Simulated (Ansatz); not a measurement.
# Strength of the C–C bond: C2H4O2 → CH3 + CHO2

Species: C2H4O2 (acetic acid) `CC(=O)O`, singlet; CH3 (methyl radical) `[CH3]`, doublet; CHO2 `O=[C]O`, doublet. 

Shapes, held fixed at every level: PBE0-D4/def2-TZVP. Flexible molecules stand in one conformer, not always the lowest. Programs: Ansatz 0.2.0. The zero-point and thermal change to 298 K, harmonic and unscaled (PBE0-D4/def2-TZVP), is -22.9 kJ/mol.

```json
{"level": "HF/def2-TZVPP", "kind": "Hartree–Fock", "ΔH(298 K) (kJ/mol)": "+290.2", "less CCSD(T)/CBS estimate": "-111.2", "CPU time (sum over the molecules)": "–"}
{"level": "PBE0-D4/def2-TZVPP", "kind": "global hybrid", "ΔH(298 K) (kJ/mol)": "+392.9", "less CCSD(T)/CBS estimate": "-8.5", "CPU time (sum over the molecules)": "5.6 s"}
{"level": "wB97M-V/def2-TZVPP", "kind": "range-separated hybrid", "ΔH(298 K) (kJ/mol)": "+404.0", "less CCSD(T)/CBS estimate": "+2.6", "CPU time (sum over the molecules)": "18 s"}
{"level": "wB97X-V/def2-TZVPP", "kind": "range-separated hybrid", "ΔH(298 K) (kJ/mol)": "+403.2", "less CCSD(T)/CBS estimate": "+1.8", "CPU time (sum over the molecules)": "15 s"}
{"level": "B2PLYP/def2-TZVPP", "kind": "double hybrid", "ΔH(298 K) (kJ/mol)": "+381.7", "less CCSD(T)/CBS estimate": "-19.7", "CPU time (sum over the molecules)": "9.3 s"}
{"level": "CCSD/def2-SVP", "kind": "coupled cluster or CI", "ΔH(298 K) (kJ/mol)": "+383.3", "less CCSD(T)/CBS estimate": "-18.1", "CPU time (sum over the molecules)": "–"}
{"level": "CCSD(T)/def2-TZVPP", "kind": "coupled cluster or CI", "ΔH(298 K) (kJ/mol)": "+391.2", "less CCSD(T)/CBS estimate": "-10.2", "CPU time (sum over the molecules)": "44 s"}
{"level": "CCSD(T)/CBS estimate", "kind": "coupled cluster or CI", "ΔH(298 K) (kJ/mol)": "+401.4", "less CCSD(T)/CBS estimate": "0.0", "CPU time (sum over the molecules)": "2.9 min"}
```

The highest level, CCSD(T)/CBS estimate, gives ΔH(298 K) = +401.4 kJ/mol; the levels span +290.2 to +404.0. The column of differences is taken from that level and isn't an error. Hartree–Fock misses the correlation of the pair that is broken and comes out low. No measured value is set beside it here. Open shells run unrestricted unless RO is named. The CBS estimate extrapolates MP2 from def2-TZVPP and def2-QZVPP and adds CCSD(T) − MP2 in the triple-zeta set, cores frozen. Times are processor times on shared x86 and Arm servers, and rough.
